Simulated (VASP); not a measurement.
## AlGa3N4: band structure with TB-mBJ

AlGa3N4:

```
Al Ga N
1.0
     0.00000    0.00000   -5.13936
     3.16291    5.47832    0.00000
     3.16099   -5.47721    0.00000
Al Ga N
2 6 8
Direct
  0.00158 0.16745 0.33489
  0.50158 0.33255 0.66511
  0.00098 0.16798 0.83275
  0.00127 0.66634 0.33268
  0.00098 0.66477 0.83275
  0.50098 0.33202 0.16725
  0.50127 0.83366 0.66732
  0.50098 0.83523 0.16725
  0.63120 0.17017 0.34033
  0.62062 0.17053 0.83031
  0.62273 0.66641 0.33282
  0.62062 0.65978 0.83031
  0.13120 0.32983 0.65967
  0.12062 0.32947 0.16969
  0.12273 0.83359 0.66718
  0.12062 0.84022 0.16969
```

The cell was built by a generator and needn't be a form met in nature.

| Quantity | Value |
| --- | --- |
| Program | VASP 6.6.1 |
| Task | band structure |
| Functional | TB-mBJ |
| Potentials or basis | VASP PAW PBE potentials, release 64 (Al, Ga_d, N) |
| Cutoff | 520 eV |
| k mesh | 4 × 4 × 4 |
| Occupations | gaussian, width 0.03 eV |
| Spin | spin-orbit coupling, no magnetisation |
| Further INCAR settings | ALGO = Normal; EDIFF = 1e-06; NBANDS = 152 |

```yaml
Valence_electrons_inside_the_program's_atomic_spheres: Al 0.65; Ga 11.52, 11.54; N 3.91, 3.90, 3.89
```

It took 57 min on 4 MPI ranks on Intel(R) Xeon(R) 6975P-C (Granite Rapids), on a shared host, peak memory 2 GiB a rank.
